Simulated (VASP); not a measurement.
A run of VASP 6.6.1 is set up as follows.

File INCAR:

```
  PREC = Accurate
  ENCUT = 600
  EDIFF = 1E-8
  ISMEAR = 0
  SIGMA = 0.03
  LREAL = F
  LASPH = T
  NELM = 80
  ALGO = Normal
  ISIF = 2
  LWAVE = F
  LCHARG = F
  GGA = PS
  LEPSILON = T
  KPAR = 4
```

File KPOINTS:

```
regular mesh
0
Gamma
  6 6 6
```

Contents of POSCAR:

```
HfO2                                    
1.0
    5.0748742106      0.0000000000     -0.0123791609
    0.0000000000      5.1563770838      0.0000000000
   -0.8641215010      0.0000000000      5.1708400425
  Hf              O             
     4     8
Direct
     0.2773337218263274    0.0427055195492020    0.2076865272323306
     0.7226662781736726    0.5427055195492020    0.2923134727676694
     0.7226662781736726    0.9572944804507980    0.7923134727676695
     0.2773337218263274    0.4572944804507980    0.7076865272323305
     0.4469125763510674    0.7582935013761769    0.4808707918255745
     0.5530874236489326    0.2582935013761770    0.0191292081744255
     0.5530874236489326    0.2417064986238230    0.5191292081744255
     0.4469125763510674    0.7417064986238231    0.9808707918255745
     0.0716241711345356    0.3381179960273010    0.3400605692532720
     0.9283758288654644    0.8381179960273010    0.1599394307467280
     0.9283758288654644    0.6618820039726990    0.6599394307467280
     0.0716241711345356    0.1618820039726990    0.8400605692532720
```

Potentials or basis: VASP PAW PBE potentials, release 64 (Hf_pv, O).

Launch:

```sh
$ cat potpaw_PBE.64/Hf_pv/POTCAR potpaw_PBE.64/O/POTCAR > POTCAR
$ mpirun -np 4 vasp_std > vasp.out
```

Task: Estimate the electronic dielectric tensor (diagonal).

Result: 4.98, 5.00, 4.69.

Task: Predict the Born charges (mean of the diagonal).

Result: Hf +5.13; O -2.54, -2.59 e.

Task: Estimate the band gap on the k mesh.

Result: 3.96 eV, indirect (least direct gap 4.06 eV).

Born effective charge tensors (e):
atom 1, Hf
```
 5.31 -0.38  0.22
-0.14  5.30  0.17
 0.23  0.36  4.77
```
atom 2, Hf
```
 5.31  0.38  0.22
 0.14  5.30 -0.17
 0.23 -0.36  4.77
```
atom 3, Hf
```
 5.31 -0.38  0.22
-0.14  5.30  0.17
 0.23  0.36  4.77
```
atom 4, Hf
```
 5.31  0.38  0.22
 0.14  5.30 -0.17
 0.23 -0.36  4.77
```
atom 5, O
```
-2.37  0.11  0.00
 0.17 -2.72  0.35
-0.04  0.42 -2.53
```
atom 6, O
```
-2.37 -0.11  0.00
-0.17 -2.72 -0.35
-0.04 -0.42 -2.53
```
atom 7, O
```
-2.37  0.11  0.00
 0.17 -2.72  0.35
-0.04  0.42 -2.53
```
atom 8, O
```
-2.37 -0.11  0.00
-0.17 -2.72 -0.35
-0.04 -0.42 -2.53
```
atom 9, O
```
-2.94  1.04 -0.22
 1.28 -2.58 -0.66
-0.19 -0.65 -2.24
```
atom 10, O
```
-2.94 -1.04 -0.22
-1.28 -2.58  0.66
-0.19  0.65 -2.24
```
atom 11, O
```
-2.94  1.04 -0.22
 1.28 -2.58 -0.66
-0.19 -0.65 -2.24
```
atom 12, O
```
-2.94 -1.04 -0.22
-1.28 -2.58  0.66
-0.19  0.65 -2.24
```

Caveat: spin-orbit coupling is left out, which moves the levels of the heavy elements.

**Experimental background.**

From “Temperature dependence of self-trapped exciton luminescence in nanostructured hafnia powder”, 2021, arxiv:2112.02602, for a bulk crystal of HfO2: band gap 5.54 eV (indirect).

Against the measured gap of HfO2, 5.54 eV (indirect; quoted in “Temperature dependence of self-trapped exciton luminescence in nanostructured hafnia powder”, 2021, arxiv:2112.02602), the calculated 3.96 eV is off by -1.58 eV. Spin-orbit coupling on Hf is left out. The value is that of PBEsol on a finite k mesh, which can miss the band edges, without temperature or zero-point motion. Semilocal functionals fall short of measured gaps as a rule.
